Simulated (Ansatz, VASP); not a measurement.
## One calculation of InSb, two programs

File INCAR:

```
PREC = Accurate ; ENCUT = 520
EDIFF = 1E-6 ; ISMEAR = -1
SIGMA = 0.03 ; LREAL = F
LASPH = T ; NELM = 60
ALGO = Normal ; ISIF = 2
LWAVE = F ; LCHARG = F
NBANDS = 16
```

Contents of KPOINTS:

```
Automatic mesh
0
Gamma
  10 10 10
```

POSCAR

```
InSb
1.0
    0.0000000000      3.3038820000      3.2391000000
    3.3038820000      0.0000000000      3.2391000000
    3.3038820000      3.3038820000      0.0000000000
In Sb
1 1
Direct
    0.0000000000      0.0000000000      0.0000000000
    0.7500000000      0.7500000000      0.7500000000
```

Input for Ansatz:

```yaml
crystal:
  lattice:
    - [0.0, 3.303882, 3.2391]
    - [3.303882, 0.0, 3.2391]
    - [3.303882, 3.303882, 0.0]
  atoms:
    - { symbol: In, position: [0.0, 0.0, 0.0] }
    - { symbol: Sb, position: [0.75, 0.75, 0.75] }
kpoints:
  mp_grid: { grid: [10, 10, 10] }
  band_path:
    path:
      - [0.0, 0.0, 0.0]
      - [0.0, 0.5, 0.5]
      - [0.25, 0.75, 0.5]
      - [0.0, 0.5, 0.0]
      - [0.0, 0.0, 0.0]
      - [0.5, 0.5, 0.0]
      - [0.38005, 0.61995, 0.0]
      - [-0.38005, 0.38005, 0.0]
      - [0.0, 0.0, 0.0]
    npoints: 5
scf:
  occupations: { method: fermi_dirac, width: 0.03 }
hamiltonian:
  xc: lda
  pseudopotentials: { kind: all_electron, lapw: { basis_error: 0.00025 } }
output:
  forces: true
  stress: true
  eigenvalues: true
```

Change from the starting cell: equal xx and yy strain of +2 %.

Alike in both runs: task single point; functional LDA; k mesh 10 × 10 × 10; occupations fermi-dirac, width 0.03 eV; no spin polarisation.

```csv
,VASP,Ansatz
version,VASP 6.6.1,Ansatz 0.2.0
potentials or method,"VASP PAW LDA potentials, release 64 (In_d, Sb)","all-electron LAPW, scalar-relativistic"
plane-wave cutoff (eV),520,see its input
```

Ansatz gave:

* pressure (GPa): -2.2
* largest component of the traceless stress (GPa): 0.37

Problem. Estimate VASP's values.

Solution. Pressure (GPa): -2.1; largest component of the traceless stress (GPa): 0.37.

Ansatz ran all-electron here, so the differences hold the error of VASP's frozen core and of both bases.

Caveats: spin-orbit coupling is left out, which moves the levels of the heavy elements.
